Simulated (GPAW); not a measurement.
Input of a GPAW 26.7.0 run:

run.py

```python
import numpy as np
import spglib
from ase import Atoms
from ase.dft.bandgap import bandgap
from ase.io import read, write
from ase.units import GPa
from gpaw import GPAW, PW
from gpaw.spinorbit import soc_eigenstates

atoms = read('GaAs.cif')
cell, positions, numbers = spglib.find_primitive(
    (atoms.cell[:], atoms.get_scaled_positions(), atoms.numbers), symprec=1e-4)
atoms = Atoms(numbers, cell=cell, scaled_positions=positions, pbc=True)

calc = GPAW(mode=PW(600),
            xc='MGGA_X_MS2+GGA_C_REGTPSS',
            kpts={'size': (8, 8, 8), 'gamma': True},
            occupations={'name': 'fermi-dirac', 'width': 0.05},
            nbands=11,
            convergence={'density': 1e-05, 'energy': 1e-05},
            maxiter=150,
            txt='gpaw.txt')
atoms.calc = calc
energy = atoms.get_potential_energy()
forces = atoms.get_forces()
stress = atoms.get_stress()
calc.write('gs.gpw')
write('result.traj', atoms)
print(f'Energy: {energy:.6f} eV')
print('Forces (eV/A):')
print(forces.round(4))
print('Stress (GPa):', (stress / GPa).round(3))
print('Fermi level:', round(calc.get_fermi_level(), 4), 'eV')
print(f'Gap: {bandgap(calc)[0]:.4f} eV, direct: {bandgap(calc, direct=True)[0]:.4f} eV')

path = atoms.cell.bandpath('GXWKGLUWLK,UX', npoints=100, eps=1e-4)
bs_calc = calc.fixed_density(kpts=path, symmetry='off', nbands=21,
                             convergence={'bands': 'CBM+6.0', 'eigenstates': 1e-6}, txt='bands.txt')
bs = bs_calc.band_structure()
bs.write('bs.json')
print(f'Gap on the path: {bandgap(bs_calc)[0]:.4f} eV')

soc = soc_eigenstates(bs_calc, theta=54.7, phi=45, ignore_xc_potential=True)
np.savetxt('soc_bands.dat', soc.eigenvalues(), fmt='%.4f')
mesh = soc_eigenstates('gs.gpw', theta=54.7, phi=45, ignore_xc_potential=True)
np.savetxt('soc_mesh.dat', mesh.eigenvalues(), fmt='%.4f')
print('Fermi level with spin-orbit coupling:', round(mesh.fermi_level, 4), 'eV')
```

The input GaAs.cif:

```cif
data_GaAs
_cell_length_a 5.65370000
_cell_length_b 5.65370000
_cell_length_c 5.65370000
_cell_angle_alpha 90.00000000
_cell_angle_beta 90.00000000
_cell_angle_gamma 90.00000000
_space_group_name_H-M_alt 'F-43m'
_space_group_name_Hall 'F -4 2 3'
_space_group_IT_number 216
loop_
_space_group_symop_operation_xyz
'x,y,z'
'y,-x,-z'
'-x,-y,z'
'-y,x,-z'
'x,-y,-z'
'y,x,z'
'-x,y,-z'
'-y,-x,z'
'z,x,y'
'-z,y,-x'
'z,-x,-y'
'-z,-y,x'
'-z,x,-y'
'z,y,x'
'-z,-x,y'
'z,-y,-x'
'y,z,x'
'-x,-z,y'
'-y,z,-x'
'x,-z,-y'
'-y,-z,x'
'x,z,y'
'y,-z,-x'
'-x,z,-y'
'x,y+1/2,z+1/2'
'y,-x+1/2,-z+1/2'
'-x,-y+1/2,z+1/2'
'-y,x+1/2,-z+1/2'
'x,-y+1/2,-z+1/2'
'y,x+1/2,z+1/2'
'-x,y+1/2,-z+1/2'
'-y,-x+1/2,z+1/2'
'z,x+1/2,y+1/2'
'-z,y+1/2,-x+1/2'
'z,-x+1/2,-y+1/2'
'-z,-y+1/2,x+1/2'
'-z,x+1/2,-y+1/2'
'z,y+1/2,x+1/2'
'-z,-x+1/2,y+1/2'
'z,-y+1/2,-x+1/2'
'y,z+1/2,x+1/2'
'-x,-z+1/2,y+1/2'
'-y,z+1/2,-x+1/2'
'x,-z+1/2,-y+1/2'
'-y,-z+1/2,x+1/2'
'x,z+1/2,y+1/2'
'y,-z+1/2,-x+1/2'
'-x,z+1/2,-y+1/2'
'x+1/2,y,z+1/2'
'y+1/2,-x,-z+1/2'
'-x+1/2,-y,z+1/2'
'-y+1/2,x,-z+1/2'
'x+1/2,-y,-z+1/2'
'y+1/2,x,z+1/2'
'-x+1/2,y,-z+1/2'
'-y+1/2,-x,z+1/2'
'z+1/2,x,y+1/2'
'-z+1/2,y,-x+1/2'
'z+1/2,-x,-y+1/2'
'-z+1/2,-y,x+1/2'
'-z+1/2,x,-y+1/2'
'z+1/2,y,x+1/2'
'-z+1/2,-x,y+1/2'
'z+1/2,-y,-x+1/2'
'y+1/2,z,x+1/2'
'-x+1/2,-z,y+1/2'
'-y+1/2,z,-x+1/2'
'x+1/2,-z,-y+1/2'
'-y+1/2,-z,x+1/2'
'x+1/2,z,y+1/2'
'y+1/2,-z,-x+1/2'
'-x+1/2,z,-y+1/2'
'x+1/2,y+1/2,z'
'y+1/2,-x+1/2,-z'
'-x+1/2,-y+1/2,z'
'-y+1/2,x+1/2,-z'
'x+1/2,-y+1/2,-z'
'y+1/2,x+1/2,z'
'-x+1/2,y+1/2,-z'
'-y+1/2,-x+1/2,z'
'z+1/2,x+1/2,y'
'-z+1/2,y+1/2,-x'
'z+1/2,-x+1/2,-y'
'-z+1/2,-y+1/2,x'
'-z+1/2,x+1/2,-y'
'z+1/2,y+1/2,x'
'-z+1/2,-x+1/2,y'
'z+1/2,-y+1/2,-x'
'y+1/2,z+1/2,x'
'-x+1/2,-z+1/2,y'
'-y+1/2,z+1/2,-x'
'x+1/2,-z+1/2,-y'
'-y+1/2,-z+1/2,x'
'x+1/2,z+1/2,y'
'y+1/2,-z+1/2,-x'
'-x+1/2,z+1/2,-y'
loop_
_atom_site_label
_atom_site_type_symbol
_atom_site_symmetry_multiplicity
_atom_site_Wyckoff_symbol
_atom_site_fract_x
_atom_site_fract_y
_atom_site_fract_z
_atom_site_occupancy
As1 As 4 c 0.2500000000 0.2500000000 0.2500000000 1
Ga1 Ga 4 a 0.0000000000 0.0000000000 0.0000000000 1
```

Potentials or basis: GPAW PAW data sets (gpaw-data 1.2.1), pw.

Launch:

```console
$ OMP_NUM_THREADS=1 python run.py
```

Question: Estimate the band gap along the path.

Answer: 0.87 eV, direct.

Question: Estimate the band gap on the k mesh.

Answer: 0.87 eV, direct.

Question: Predict the pressure.

Answer: 1.4 GPa.

Levels at the corners of the path, in eV from the valence-band top:
| point | band 4 | band 5 | band 6 | band 7 | band 8 | band 9 | band 10 | band 11 | band 12 | band 13 |
| --- | --- | --- | --- | --- | --- | --- | --- | --- | --- | --- |
| Γ | -0.34 | 0.00 | 0.00 | 0.00 | 0.00 | 0.87 | 0.87 | 3.78 | 3.78 | 3.96 |
| X | -6.92 | -2.82 | -2.82 | -2.74 | -2.74 | 1.49 | 1.49 | 1.76 | 1.76 | 10.49 |
| W | -6.69 | -3.73 | -3.60 | -3.46 | -3.42 | 4.69 | 4.74 | 4.90 | 5.00 | 5.60 |
| K | -6.70 | -4.01 | -3.95 | -2.36 | -2.36 | 2.05 | 2.05 | 4.76 | 4.82 | 8.16 |
| Γ | -0.34 | 0.00 | 0.00 | 0.00 | 0.00 | 0.87 | 0.87 | 3.78 | 3.78 | 3.96 |
| L | -6.74 | -1.36 | -1.36 | -1.14 | -1.14 | 1.21 | 1.21 | 4.75 | 4.75 | 4.83 |
| U | -6.70 | -4.01 | -3.95 | -2.36 | -2.36 | 2.05 | 2.05 | 4.76 | 4.82 | 8.16 |
| W | -6.69 | -3.73 | -3.60 | -3.46 | -3.42 | 4.69 | 4.74 | 4.90 | 5.00 | 5.60 |
| L | -6.74 | -1.36 | -1.36 | -1.14 | -1.14 | 1.21 | 1.21 | 4.75 | 4.75 | 4.83 |
| K | -6.70 | -4.01 | -3.95 | -2.36 | -2.36 | 2.05 | 2.05 | 4.76 | 4.82 | 8.16 |
| U | -6.70 | -4.01 | -3.95 | -2.36 | -2.36 | 2.05 | 2.05 | 4.76 | 4.82 | 8.16 |
| X | -6.92 | -2.82 | -2.82 | -2.74 | -2.74 | 1.49 | 1.49 | 1.76 | 1.76 | 10.49 |

Caveat: spin-orbit coupling was added after a scalar SCF, so levels and gaps hold it while energy, forces, pressure and moments don't; this program's spin-orbit splittings come out too wide for heavy elements; the PAW data sets were made with another functional, which shifts forces and pressure a little.

**What was measured.**

From “Evidence of valence band perturbations in GaAsN/GaAs(001): A combined variable-angle spectroscopic ellipsometry and modulated photoreflectance investigation”, 2008, arxiv:0805.2212, for a bulk crystal of GaAs at 300 K: band gap 1.418 ± 0.005 eV (direct).

A measured gap of GaAs is 1.418 eV (direct; 300 K; “Evidence of valence band perturbations in GaAsN/GaAs(001): A combined variable-angle spectroscopic ellipsometry and modulated photoreflectance investigation”, 2008, arxiv:0805.2212); the calculated 0.87 eV misses it by -0.55 eV. 3 values of this kind are on record (1.412 to 1.51 eV); this one was drawn at random among those near their median, those with a stated uncertainty first. The value is that of MS2, without temperature or zero-point motion.
